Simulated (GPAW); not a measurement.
Crystal: PtS2.

```
CELL_PARAMETERS angstrom
3.54320 0.00000 0.00000
-1.77160 3.06850 0.00000
0.00000 0.00000 5.03880
ATOMIC_POSITIONS crystal
Pt 0.00000 0.00000 0.00000
S 0.66667 0.33333 0.77300
S 0.33333 0.66667 0.22700
```

- Program: GPAW 26.7.0
- Task: relaxation of cell and atoms
- Functional: PBE
- Dispersion: D3
- Potentials or basis: GPAW PAW data sets (gpaw-data 1.2.1)
- Cutoff: 600 eV
- Basis: pw
- k mesh: 6 × 6 × 4
- Occupations: fermi-dirac, width 0.05 eV
- Spin: no spin polarisation

At the start: pressure 9.3 GPa; volume 18.26 Å³/atom.

Question: How do energy, volume and symmetry change on relaxing?

Answer: Over 51 steps the energy falls by 52.6 meV/atom and the volume is 17.29 Å³/atom (-5.3 %); space group P-3m1 (No. 164, to 0.05 Å).

Step by step:
```tsv
step	energy change (eV)	largest force (eV/Å)	pressure (GPa)	volume (Å³)
1	0.0000	1.3301	9.31	54.78
3	-0.1187	0.4188	1.77	56.37
5	-0.1231	0.1506	-2.67	57.43
7	-0.1268	0.0814	-2.06	57.20
9	-0.1304	0.0266	-1.07	56.84
11	-0.1314	0.1368	0.00	56.41
13	-0.1315	0.1337	-0.01	56.41
15	-0.1317	0.1266	-0.06	56.41
17	-0.1320	0.1159	-0.13	56.40
19	-0.1323	0.1016	-0.22	56.40
21	-0.1328	0.0821	-0.34	56.38
23	-0.1334	0.0584	-0.47	56.35
25	-0.1342	0.0356	-0.57	56.26
27	-0.1355	0.0221	-0.57	56.10
29	-0.1372	0.0265	-0.40	55.83
31	-0.1396	0.0437	-0.12	55.45
33	-0.1430	0.0440	-0.04	55.01
35	-0.1475	0.0155	-0.30	54.53
37	-0.1526	0.0275	-0.27	53.78
39	-0.1571	0.0395	-0.05	52.71
41	-0.1560	0.0184	0.30	51.38
43	-0.1562	0.0233	0.18	51.44
45	-0.1566	0.0255	0.03	51.54
47	-0.1570	0.0134	0.00	51.64
49	-0.1573	0.0054	0.07	51.73
51	-0.1577	0.0033	0.02	51.88
```

Final structure:
```xyz
3
Lattice="3.6088 0.0000 0.0000 -1.8044 3.1253 0.0000 0.0000 0.0000 4.5994" Properties=species:S:1:pos:R:3 pbc="T T T"
Pt    0.0000    0.0000    0.0000
S     1.8044    1.0418    3.4028
S     0.0000    2.0835    1.1967
```

Caveat: later steps reuse the first step's grids; pairwise dispersion overbinds metals, which lowers pressure and volume.
